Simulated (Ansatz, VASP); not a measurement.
Two plane-wave programs on GaP

The input INCAR:

```
SYSTEM = GaP
ALGO = Normal
EDIFF = 1E-6
ENCUT = 520
GGA = PS
ISIF = 2
ISMEAR = 0
LASPH = .True.
LCHARG = .True.
LELF = .True.
LREAL = .False.
LVHAR = .True.
LWAVE = .False.
NBANDS = 16
NELM = 60
PREC = Accurate
SIGMA = 0.05
```

The input KPOINTS:

```
k-points
0
Gamma
  10 10 10
  0 0 0
```

The input POSCAR:

```
GaP
1.0
    0.0000000000      2.6474085497      2.7191953057
    2.7191953057      0.0000000000      2.7191953057
    2.7191953057      2.6474085497      0.0000000000
Ga P
1 1
Direct
    0.0000000000      0.0000000000      0.0000000000
    0.7500000000      0.7500000000      0.7500000000
```

Input for Ansatz:

```yaml
crystal:
  lattice:
    - [0.0, 2.6474085497, 2.7191953057]
    - [2.7191953057, 0.0, 2.7191953057]
    - [2.7191953057, 2.6474085497, 0.0]
  atoms:
    - { symbol: Ga, position: [0.0, 0.0, 0.0] }
    - { symbol: P, position: [0.75, 0.75, 0.75] }
basis:
  ecutwfc: 420
kpoints:
  mp_grid: { grid: [10, 10, 10] }
hamiltonian:
  xc: pbesol
  pseudopotentials: { kind: paw, azcp: { folder: soft_1 } }
scf:
  occupations: { method: gaussian, width: 0.05 }
output:
  forces: true
  stress: true
  eigenvalues: true
```

Alike in both runs: task single point; functional PBEsol; k mesh 10 × 10 × 10; occupations gaussian, width 0.05 eV; no spin polarisation.

|  | VASP | Ansatz |
| --- | --- | --- |
| version | VASP 6.6.1 | Ansatz 0.2.0 |
| potentials or method | VASP PAW PBE potentials, release 64 (Ga_d, P) | scalar-relativistic, plane waves, PAW |
| plane-wave cutoff (eV) | 520 | 420 |
| valence electrons in the cell | 18 | 18 |

```tsv
	VASP	Ansatz	Ansatz less VASP
gap on the k mesh at the Fermi level (eV)	1.17	1.16	-0.001
least direct gap on the mesh (eV)	1.92	1.92	-0.008
pressure (GPa)	2.3	2.4	+0.13
largest component of the traceless stress (GPa)	1.27	1.26	-0.007
```

With one functional, cell and mesh, what is left measures potentials, basis and numerics. Ansatz warned: «pseudo_functional_mismatch».

Caveats: the PAW data sets were made with another functional, which shifts forces and pressure a little (VASP). A k mesh can miss the band edges.
